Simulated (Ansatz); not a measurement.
# BaTiO3: the cost of one run

Computed with Ansatz 0.2.0 (DFT PBE, scalar-relativistic, unless a step's input says otherwise).

**1. The structure to begin with**

The structure is cubic, space group Pm-3m (No. 221). Conventional cell: a = 4.007 Å, b = 4.007 Å, c = 4.007 Å, α = 90.00°, β = 90.00°, γ = 90.00°. Ba (site symmetry m-3m) is surrounded by 12 O at 2.83 Å. Ti (site symmetry m-3m) has 6 O at 2.00 Å as nearest neighbours. Around O (site symmetry 4/mmm) lie 2 Ti at 2.00 Å and 4 Ba at 2.83 Å.

Coordinates:

```xyz
5
Lattice="4.0073 0.0000 0.0000 0.0000 4.0073 0.0000 0.0000 0.0000 4.0073" Properties=species:S:1:pos:R:3 pbc="T T T"
Ba    2.0036    2.0036    2.0036
Ti    0.0000    0.0000    0.0000
O     2.0036    0.0000    0.0000
O     0.0000    2.0036    0.0000
O     0.0000    0.0000    2.0036
```

Atoms are numbered in the order of the input: Ba1, Ti2, O3, O4, O5.

**2. The deformed structure**

Space group Pm-3m before, R-3m after.

**3. Full-potential LAPW**

input.yaml reads:

```yaml
crystal:
  lattice:
    - [4.0073, -0.0601095, -0.0601095]
    - [-0.0601095, 4.0073, -0.0601095]
    - [-0.0601095, -0.0601095, 4.0073]
  atoms:
    - { symbol: Ba, position: [0.5, 0.5, 0.5] }
    - { symbol: Ti, position: [0.0, 0.0, 0.0] }
    - { symbol: O, position: [0.5, 0.0, 0.0] }
    - { symbol: O, position: [0.0, 0.5, 0.0] }
    - { symbol: O, position: [0.0, 0.0, 0.5] }
kpoints:
  mp_grid: { grid: [8, 8, 8] }
  band_path:
    path:
      - [0.0, 0.0, 0.0]
      - [0.5, 0.0, 0.0]
      - [0.5, -0.5, 0.5]
      - [0.4710985464, -0.5289014536, 0.4710985464]
      - [0.4710985464, 0.4710985464, 0.4710985464]
      - [0.0, 0.0, 0.0]
      - [0.5, -0.5, 0.0]
    npoints: 5
scf:
  occupations: { method: fermi_dirac, width: 0.05 }
hamiltonian:
  xc: pbe
  pseudopotentials: { kind: all_electron, lapw: { basis_error: 0.001 } }
output:
  forces: true
  stress: true
  eigenvalues: true
```

Started as:

```console
> ansatz run input.yaml --threads 2 --pin off --max-ram 6144MiB --backend cpu --events-out ev --progress --plain --runs-dir out
```

Q: Estimate wall time and peak memory on 2 threads of Intel Xeon Platinum 8375C at 2.90GHz (Ice Lake), shared host.

About 50 s, with a peak of 0.87 GiB.
